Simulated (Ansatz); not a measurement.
Reaction (formal exchange of groups at a C–Si bond): `C[SiH]([GeH3])C#N` + `c1ccncc1` → `N#Cc1ccccn1` + `C[SiH2][GeH3]`

Program: Ansatz. Geometries: PBE0-D4/def2-TZVP. ΔE: electronic, gas phase. CBS: MP2 limit from def2 TZ/QZ plus the TZ coupled-cluster correction, frozen cores. DFT in def2-TZVPP. For Ge outer-core shells are correlated without core-valence functions, which leaves a few kJ/mol of doubt a bond. Scalar relativity is left out up to krypton.

```csv
level,ΔE (kJ/mol)
B97M-V,46.9
BHLYP-D4,56.0
HF/def2-QZVPP,60.6
MP2/CBS(def2),57.2
```

Task: What does CCSD(T)/CBS give? (An estimate is asked.)

Result: The calculation gave: +59.0 kJ/mol. The listed levels differ from it by -12.1, -3.0, 1.6, -1.8 kJ/mol.

Largest T1 diagnostic among the species: 0.012.

At CCSD(T), def2-SVP lies −19.4 kJ/mol from the extrapolated value and def2-TZVPP −3.0 kJ/mol. In def2-TZVPP, CCSD(T) changes the Hartree–Fock value by −4.1 kJ/mol (the triples alone add −1.7 kJ/mol) and MP2 by −5.9 kJ/mol. Leaving LDA and LC-ωPBE aside and taking each functional with its dispersion term where it has one, the values, not all of them listed here, spread over 11.8 kJ/mol, from revPBE-D4 to ωB97M-V. LDA lies −7.4 kJ/mol from PBE without D4.

CCSD(T)/CBS has its own doubt, a few kJ/mol and more with outer-core shells, so smaller differences from it don't rank the levels.
